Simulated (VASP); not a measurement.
# La2O3 (P-3m1) in VASP: further runs

Aim: see how the results for La2O3 move with the level of theory and the settings. Levels: PBEsol, PBE. Tasks: equation of state.

Everything below comes from runs of VASP 6.6.1. Logs are shortened: lines on timing, memory, paths and dates and some standing lists are left out, and cuts for length are marked.

### Step 1. The structure

It takes space group P-3m1 (No. 164, trigonal). Conventional cell: a = 3.931 Å, b = 3.931 Å, c = 6.112 Å, α = 90.00°, β = 90.00°, γ = 120.00°. Around La (site symmetry 3m) lie 4 O at 2.36 to 2.44 Å. O (site symmetry -3m) is surrounded by 6 La at 2.72 Å. O (site symmetry 3m) is surrounded by 4 La at 2.36 to 2.44 Å.

The cell is a database's computed one.

### Step 2. Equation of state, PBEsol, 15.38 Å³/atom (volume scaled by 0.94)

File INCAR:

```
ALGO = Normal ; EDIFF = 1E-7
ENCUT = 520 ; GGA = PS
ISIF = 2 ; ISMEAR = -1
KPAR = 2 ; LASPH = True
LCHARG = False ; LREAL = False
LWAVE = False ; NBANDS = 28
NELM = 100 ; PREC = Accurate
SIGMA = 0.05
```

File KPOINTS:

```
k-points
0
Gamma
  8 8 5
```

File POSCAR:

```
La2O3
1.0
    3.8505354057      0.0000000000      0.0000000000
   -1.9252677029      3.3346614796      0.0000000000
    0.0000000000      0.0000000000      5.9871847653
La O
2 3
Direct
    0.3333333333      0.6666666667      0.2462356800
    0.6666666667      0.3333333333      0.7537643200
    0.0000000000      0.0000000000      0.0000000000
    0.3333333333      0.6666666667      0.6458906500
    0.6666666667      0.3333333333      0.3541093500
```

Potentials or basis: VASP PAW PBE potentials, release 64 (La, O).

Launch:

```sh
> cat potpaw_PBE.64/La/POTCAR potpaw_PBE.64/O/POTCAR > POTCAR
> mpirun -np 2 vasp_std > vasp.out
```

OUTCAR:

```text
EDIFF = 1E-7
   ENCUT = 520
   GGA = PS
   ISIF = 2
   ISMEAR = -1
   LASPH = True
   LREAL = False
   NELM = 100
   PREC = Accurate

 Found     40 irreducible k-points:

 Following reciprocal coordinates:
            Coordinates               Weight
  0.000000  0.000000  0.000000      1.000000
  0.125000  0.000000  0.000000      6.000000
  0.250000  0.000000  0.000000      6.000000
  0.375000  0.000000  0.000000      6.000000
  0.500000  0.000000  0.000000      3.000000
  0.125000  0.125000  0.000000      6.000000
   k-points           NKPTS =     40   k-points in BZ     NKDIM =     40   number of bands    NBANDS=     28
   number of dos      NEDOS =    301   number of ions     NIONS =      5
   total plane-waves  NPLWV =  43200
   dimension x,y,z NGX =    30 NGY =   30 NGZ =   48
   dimension x,y,z NGXF=    60 NGYF=   60 NGZF=   96
   ions per type =               2   3
   NGX,Y,Z   is equivalent  to a cutoff of  12.95, 12.95, 13.33 a.u.
   NGXF,Y,Z  is equivalent  to a cutoff of  25.90, 25.90, 26.66 a.u.
 SYSTEM =  unknown system
   PREC   = accura    normal or accurate (medium, high low for compatibility)
   ISTART =      0    job   : 0-new  1-cont  2-samecut
   ICHARG =      2    charge: 1-file 2-atom 10-const
   ISPIN  =      1    spin polarized calculation?
   LNONCOLLINEAR =      F non collinear calculations
   LSORBIT =      F    spin-orbit coupling
   LASPH  =      T    aspherical Exc in radial PAW
   ENCUT  =  520.0 eV  38.22 Ry    6.18 a.u.   7.16  7.16 11.13*2*pi/ulx,y,z
   NELM   =    100;   NELMIN=  2; NELMDL= -5     # of ELM steps
   EDIFF  = 0.1E-06   stopping-criterion for ELM
   LREAL  =      F    real-space projection
   EDIFFG = 0.1E-05   stopping-criterion for IOM
   NSW    =      0    number of steps for IOM
   IBRION =     -1    ionic relax: 0-MD 1-quasi-New 2-CG
   NFREE  =      0    steps in history (QN), initial steepest desc. (CG)
   ISIF   =      2    stress and relaxation
   ISYM   =      2    0-nonsym 1-usesym 2-fastsym
   POTIM  = 0.5000    time-step for ionic-motion
   TEBEG  =    0.0;   TEEND  =   0.0 temperature during run
   PSTRESS=    0.0 pullay stress
   NELECT =      40.0000    total number of electrons
   NUPDOWN=      -1.0000    fix difference up-down
   EMIN   =  10.00;   EMAX   =-10.00  energy-range for DOS
   EFERMI =   0.00;   METHOD = LEGACY
   ISMEAR =    -1;   SIGMA  =   0.05  broadening in eV -4-tet -1-fermi 0-gaus
   EFERMI_NEDOS =   21; number of points for ismear=-14 and -15
   IALGO  =     38    algorithm
   IMIX   =      4    mixing-type and parameters
     AMIX     =   0.40;   BMIX     =  1.00
     AMIX_MAG =   1.60;   BMIX_MAG =  1.00
  volume/ion in A,a.u.               =      15.38       103.76
  Fermi-wavevector in a.u.,A,eV,Ry     =   1.316729  2.488257 23.589435  1.733775
  Thomas-Fermi vector in A             =   2.446820
   LORBIT       =      0    0 simple, 1 ext, 2 COOP (PROOUT), +10 PAW based schemes
   GGA     = PS    functional components
   LHFCALC =     F    Hartree Fock is set to
   AEXX    =    0.0000 exact exchange contribution
   IVDW    =     0    specifies the selected vdW correction
   LEPSILON=     F    determine dielectric tensor
   LRPA    =     F    only Hartree local field effects (RPA)
 non-spin polarized calculation
  energy-cutoff  :      520.00
  volume of cell :       76.88
 maximum number of plane-waves:      2089
 NGX is ok and might be reduce to    30
   NGX = 15   NGY = 15   NGZ = 23

 number of electron      40.0000003 magnetization

 Free energy of the ion-electron system (eV)
  ---------------------------------------------------
  ext. energy  EPLUGINS =         0.00000000
  ---------------------------------------------------
  free energy    TOTEN  =       -43.65279309 eV

  energy without entropy =      -43.65279309  energy(sigma->0) =      -43.65279309

 E-fermi :   7.6267     XC(G=0): -11.0313

 val. band max:        6.4568551935   @ k =   0.2500   0.2500   0.4000
 cond. band min:      10.2919516809   @ k =   0.3750   0.2500   0.0000
 fundamental gap:      3.8350964875
 Fermi energy:         7.6266902164

 k-point     1 :       0.0000    0.0000    0.0000
  band No.  band energies     occupation
      1     -23.1336      2.00000
      2     -22.8010      2.00000
      3     -10.7056      2.00000
      4      -9.3295      2.00000
      5      -8.8079      2.00000
      6      -6.5766      2.00000
[... 20 lines left out ...]
     27      12.2327      0.00000
     28      12.4759      0.00000

 k-point     2 :       0.1250    0.0000    0.0000
  band No.  band energies     occupation
      1     -23.0973      2.00000
      2     -22.7858      2.00000
      3     -10.6975      2.00000
      4      -9.6493      2.00000
      5      -9.0538      2.00000
      6      -6.6576      2.00000
[... 20 lines left out ...]
     27      12.3524      0.00000
     28      12.5093      0.00000

 k-point     3 :       0.2500    0.0000    0.0000
  band No.  band energies     occupation
      1     -23.0037      2.00000
      2     -22.7527      2.00000
      3     -10.7757      2.00000
      4     -10.2834      2.00000
      5      -9.3045      2.00000
      6      -6.8309      2.00000
[... 20 lines left out ...]
     27      12.3458      0.00000
     28      12.4389      0.00000

 k-point     4 :       0.3750    0.0000    0.0000
  band No.  band energies     occupation
      1     -22.8955      2.00000
      2     -22.7309      2.00000
      3     -10.9798      2.00000
      4     -10.8212      2.00000
      5      -9.1844      2.00000
      6      -7.0529      2.00000
[... 20 lines left out ...]
     27      12.2864      0.00000
     28      12.2925      0.00000

 k-point     5 :       0.5000    0.0000    0.0000
  band No.  band energies     occupation
      1     -22.8396      2.00000
      2     -22.7319      2.00000
      3     -11.0568      2.00000
      4     -11.0532      2.00000
      5      -9.0315      2.00000
      6      -7.3362      2.00000
[... 20 lines left out ...]
     27      12.2208      0.00000
     28      12.2845      0.00000

 k-point     6 :       0.1250    0.1250    0.0000
  band No.  band energies     occupation
      1     -23.0322      2.00000
      2     -22.7616      2.00000
      3     -10.7360      2.00000
      4     -10.0899      2.00000
      5      -9.3067      2.00000
      6      -6.8183      2.00000
[... 20 lines left out ...]
     27      12.3922      0.00000
     28      12.4217      0.00000

 [... further k-points ...]
[... 5 lines left out ...]
  --------------------------------------------------------------------------------------
  -------------------------------------------------------------------------------------
  Total        3.1271986      3.1271986      2.2153239     -0.0000000      0.0000000     -0.0000000
  in kB       65.1734204     65.1734204     46.1691922     -0.0000000      0.0000000     -0.0000000
  external PRESSURE =      58.8386777 kB  Pullay stress =       0.0000000 kB

 VOLUME and BASIS-vectors are now :
 -----------------------------------------------------------------------------
  energy-cutoff  :      520.00
  volume of cell :       76.88
      direct lattice vectors                 reciprocal lattice vectors
     3.850535406  0.000000000  0.000000000     0.259704144  0.149940257  0.000000000
    -1.925267703  3.334661480  0.000000000     0.000000000  0.299880514  0.000000000
     0.000000000  0.000000000  5.987184765     0.000000000  0.000000000  0.167023407

 POSITION                                       TOTAL-FORCE (eV/Angst)
 -----------------------------------------------------------------------------------
     -0.00000      2.22311      1.47426         0.000000     -0.000000     -0.401753
      1.92527      1.11155      4.51293        -0.000000      0.000000      0.401753
      0.00000      0.00000      0.00000        -0.000000      0.000000      0.000000
     -0.00000      2.22311      3.86707        -0.000000     -0.000000     -0.080398
      1.92527      1.11155      2.12012        -0.000000      0.000000      0.080398
 -----------------------------------------------------------------------------------
    total drift:                               -0.000000      0.000000      0.000000

  FREE ENERGIE OF THE ION-ELECTRON SYSTEM (eV)
  ---------------------------------------------------
  free  energy   TOTEN  =       -43.6527930882 eV

  energy  without entropy=      -43.6527930882  energy(sigma->0) =      -43.65279309
```

Wall time 49 s (2 MPI ranks of Intel Xeon Platinum 8559C (Emerald Rapids), shared host); peak memory 0.24 GiB.

What came out:

* Free energy: -43.6528 eV
* Pressure: 5.9 GPa
* Largest force: 0.402 eV/Å
* Band gap on the k mesh: 3.84 eV, indirect (least direct gap 3.94 eV)

Caveat: the PAW data sets were made with another functional, which shifts forces and pressure a little; spin-orbit coupling is left out, which moves the levels of the heavy elements; an odd mesh through Γ misses points on the zone boundary, where band edges often lie.

### Step 3. Equation of state, PBEsol, 15.70 Å³/atom (volume scaled by 0.96)

INCAR is that of step 2.

KPOINTS is that of step 2.

Changes to POSCAR since step 2:

```diff
@@ -2,5 +2,5 @@
 1.0
-    3.8505354057      0.0000000000      0.0000000000
-   -1.9252677029      3.3346614796      0.0000000000
-    0.0000000000      0.0000000000      5.9871847653
+    3.8776527457      0.0000000000      0.0000000000
+   -1.9388263728      3.3581457848      0.0000000000
+    0.0000000000      0.0000000000      6.0293494275
 La O
```

Potentials or basis: VASP PAW PBE potentials, release 64 (La, O).

Launch:

```sh
> cat potpaw_PBE.64/La/POTCAR potpaw_PBE.64/O/POTCAR > POTCAR
> mpirun -np 2 vasp_std > vasp.out
```

It took 55 s on 2 MPI ranks of Intel Xeon Platinum 8559C (Emerald Rapids), shared host; peak memory 0.24 GiB.

Results (log left out):

```
Free energy            : -43.6970 eV
Pressure               : 2.5 GPa
Largest force          : 0.222 eV/Å
Band gap on the k mesh : 3.84 eV, indirect (least direct gap 3.96 eV)
```

Caveat: the PAW data sets were made with another functional, which shifts forces and pressure a little; spin-orbit coupling is left out, which moves the levels of the heavy elements; an odd mesh through Γ misses points on the zone boundary, where band edges often lie.

### Step 4. Equation of state, PBEsol, 16.03 Å³/atom (volume scaled by 0.98)

INCAR is that of step 3.

KPOINTS is that of step 3.

Changes to POSCAR since step 3:

```diff
@@ -2,5 +2,5 @@
 1.0
-    3.8776527457      0.0000000000      0.0000000000
-   -1.9388263728      3.3581457848      0.0000000000
-    0.0000000000      0.0000000000      6.0293494275
+    3.9043960235      0.0000000000      0.0000000000
+   -1.9521980118      3.3813061428      0.0000000000
+    0.0000000000      0.0000000000      6.0709324617
 La O
```

Launch:

```sh
> cat potpaw_PBE.64/La/POTCAR potpaw_PBE.64/O/POTCAR > POTCAR
> mpirun -np 2 vasp_std > vasp.out
```

Wall time 51 s (2 MPI ranks of Intel Xeon Platinum 8559C (Emerald Rapids), shared host); peak memory 0.24 GiB.

It converged, with:

```yaml
Free_energy: -43.7086 eV
Pressure: -0.5 GPa
Largest_force: 0.054 eV/Å
Band_gap_on_the_k_mesh: 3.85 eV, indirect (least direct gap 3.97 eV)
```

Caveat: the PAW data sets were made with another functional, which shifts forces and pressure a little; spin-orbit coupling is left out, which moves the levels of the heavy elements; an odd mesh through Γ misses points on the zone boundary, where band edges often lie.

### Step 5. Equation of state, PBEsol, 16.68 Å³/atom (volume scaled by 1.02)

INCAR is that of step 4.

KPOINTS is that of step 4.

Changes to POSCAR since step 4:

```diff
@@ -2,5 +2,5 @@
 1.0
-    3.9043960235      0.0000000000      0.0000000000
-   -1.9521980118      3.3813061428      0.0000000000
-    0.0000000000      0.0000000000      6.0709324617
+    3.9568102782      0.0000000000      0.0000000000
+   -1.9784051391      3.4266982189      0.0000000000
+    0.0000000000      0.0000000000      6.1524312130
 La O
```

Launch:

```sh
> cat potpaw_PBE.64/La/POTCAR potpaw_PBE.64/O/POTCAR > POTCAR
> mpirun -np 2 vasp_std > vasp.out
```

Run time: 54 s. Hardware: 2 MPI ranks of Intel Xeon Platinum 8559C (Emerald Rapids), shared host; peak memory 0.25 GiB.

The run converged. Its results:

```
Free energy            : -43.6472 eV
Pressure               : -5.6 GPa
Largest force          : 0.245 eV/Å
Band gap on the k mesh : 3.81 eV, indirect (least direct gap 3.98 eV)
```

Caveat: the PAW data sets were made with another functional, which shifts forces and pressure a little; spin-orbit coupling is left out, which moves the levels of the heavy elements; an odd mesh through Γ misses points on the zone boundary, where band edges often lie.

### Step 6. Equation of state, PBEsol, 17.01 Å³/atom (volume scaled by 1.04)

INCAR is that of step 5.

KPOINTS is that of step 5.

Changes to POSCAR since step 5:

```diff
@@ -2,5 +2,5 @@
 1.0
-    3.9568102782      0.0000000000      0.0000000000
-   -1.9784051391      3.4266982189      0.0000000000
-    0.0000000000      0.0000000000      6.1524312130
+    3.9825045714      0.0000000000      0.0000000000
+   -1.9912522857      3.4489501296      0.0000000000
+    0.0000000000      0.0000000000      6.1923831845
 La O
```

Potentials or basis: VASP PAW PBE potentials, release 64 (La, O).

Launch:

```sh
> cat potpaw_PBE.64/La/POTCAR potpaw_PBE.64/O/POTCAR > POTCAR
> mpirun -np 2 vasp_std > vasp.out
```

It took 55 s on 2 MPI ranks of Intel Xeon Platinum 8559C (Emerald Rapids), shared host; peak memory 0.25 GiB.

The run converged. Its results:

```
Free energy            : -43.5800 eV
Pressure               : -7.8 GPa
Largest force          : 0.379 eV/Å
Band gap on the k mesh : 3.78 eV, indirect (least direct gap 3.98 eV)
```

Caveat: the PAW data sets were made with another functional, which shifts forces and pressure a little; spin-orbit coupling is left out, which moves the levels of the heavy elements; an odd mesh through Γ misses points on the zone boundary, where band edges often lie.

### Step 7. Equation of state, PBEsol, 17.34 Å³/atom (volume scaled by 1.06)

INCAR is that of step 6.

KPOINTS is that of step 6.

Changes to POSCAR since step 6:

```diff
@@ -2,5 +2,5 @@
 1.0
-    3.9825045714      0.0000000000      0.0000000000
-   -1.9912522857      3.4489501296      0.0000000000
-    0.0000000000      0.0000000000      6.1923831845
+    4.0078715265      0.0000000000      0.0000000000
+   -2.0039357633      3.4709185571      0.0000000000
+    0.0000000000      0.0000000000      6.2318261790
 La O
```

Launch:

```sh
> cat potpaw_PBE.64/La/POTCAR potpaw_PBE.64/O/POTCAR > POTCAR
> mpirun -np 2 vasp_std > vasp.out
```

Wall time 58 s (2 MPI ranks of Intel Xeon Platinum 8559C (Emerald Rapids), shared host); peak memory 0.25 GiB.

The run converged. Its results:

| Item | Value |
| --- | --- |
| Free energy | -43.4916 eV |
| Pressure | -9.7 GPa |
| Largest force | 0.502 eV/Å |
| Band gap on the k mesh | 3.75 eV, indirect (least direct gap 3.96 eV) |

Caveat: the PAW data sets were made with another functional, which shifts forces and pressure a little; spin-orbit coupling is left out, which moves the levels of the heavy elements; an odd mesh through Γ misses points on the zone boundary, where band edges often lie.

### Step 8. Equation of state, PBEsol

This step only gathers the single runs of the series.

Results:

```yaml
Equilibrium_volume: 15.99 Å³/atom
Bulk_modulus_at_fixed_shape_and_positions: 141 GPa
Pressure_derivative_of_the_bulk_modulus: 4.3
```

Energy against volume, from the lowest point:
```
volume (Å³/atom)  energy (meV/atom)
          15.375              11.15
          15.703               2.32
          16.030               0.00
          16.357               3.51
          16.684              12.27
          17.011              25.71
          17.338              43.39
```

Caveat: the cell was scaled at fixed shape and fractional positions, which overstates the stiffness of a crystal with free parameters, most of all of layers and chains; the PAW data sets were made with another functional, which shifts forces and pressure a little. Spin-orbit coupling is left out, which matters for the levels of La.

### Step 9. Equation of state, PBE, 15.38 Å³/atom (volume scaled by 0.94)

File INCAR:

```
PREC = Accurate
ENCUT = 520
EDIFF = 1E-7
ISMEAR = -1
SIGMA = 0.05
LREAL = False
LASPH = True
NELM = 80
ALGO = Normal
ISIF = 2
LWAVE = False
LCHARG = False
GGA = PE
NBANDS = 28
```

File KPOINTS:

```
Automatic mesh
0
Gamma
  8 8 5
```

Changes to POSCAR since step 7:

```diff
@@ -2,5 +2,5 @@
 1.0
-    4.0078715265      0.0000000000      0.0000000000
-   -2.0039357633      3.4709185571      0.0000000000
-    0.0000000000      0.0000000000      6.2318261790
+    3.8505354057      0.0000000000      0.0000000000
+   -1.9252677029      3.3346614796      0.0000000000
+    0.0000000000      0.0000000000      5.9871847653
 La O
```

Potentials or basis: VASP PAW PBE potentials, release 64 (La, O).

Launch:

```sh
> cat potpaw_PBE.64/La/POTCAR potpaw_PBE.64/O/POTCAR > POTCAR
> mpirun -np 1 vasp_std > vasp.out
```

It took 2 min on 1 thread of Intel Xeon Platinum 8488C (Sapphire Rapids), shared host; peak memory 0.25 GiB.

The run converged. Its results:

| Quantity | Value |
| --- | --- |
| Free energy | -41.6239 eV |
| Pressure | 11.2 GPa |
| Largest force | 0.506 eV/Å |
| Band gap on the k mesh | 3.93 eV, indirect (least direct gap 4.04 eV) |

Caveat: spin-orbit coupling is left out, which moves the levels of the heavy elements; an odd mesh through Γ misses points on the zone boundary, where band edges often lie.

### Step 10. Equation of state, PBE, 15.70 Å³/atom (volume scaled by 0.96)

File INCAR:

```
PREC = Accurate
ENCUT = 520
EDIFF = 1E-7
ISMEAR = -1
SIGMA = 0.05
LREAL = F
LASPH = T
NELM = 100
ALGO = Normal
ISIF = 2
LWAVE = F
LCHARG = F
GGA = PE
NBANDS = 28
```

File KPOINTS:

```
regular mesh
0
Gamma
  8 8 5
```

Changes to POSCAR since step 9:

```diff
@@ -2,5 +2,5 @@
 1.0
-    3.8505354057      0.0000000000      0.0000000000
-   -1.9252677029      3.3346614796      0.0000000000
-    0.0000000000      0.0000000000      5.9871847653
+    3.8776527457      0.0000000000      0.0000000000
+   -1.9388263728      3.3581457848      0.0000000000
+    0.0000000000      0.0000000000      6.0293494275
 La O
```

Launch:

```sh
> cat potpaw_PBE.64/La/POTCAR potpaw_PBE.64/O/POTCAR > POTCAR
> mpirun -np 1 vasp_std > vasp.out
```

Wall time 98 s (1 thread of Intel Xeon Platinum 8488C (Sapphire Rapids), shared host); peak memory 0.24 GiB.

The run converged. Its results:

- Free energy: -41.7218 eV
- Pressure: 7.7 GPa
- Largest force: 0.325 eV/Å
- Band gap on the k mesh: 3.93 eV, indirect (least direct gap 4.06 eV)

Caveat: spin-orbit coupling is left out, which moves the levels of the heavy elements; an odd mesh through Γ misses points on the zone boundary, where band edges often lie.

(Continued in part 2 of 2.)
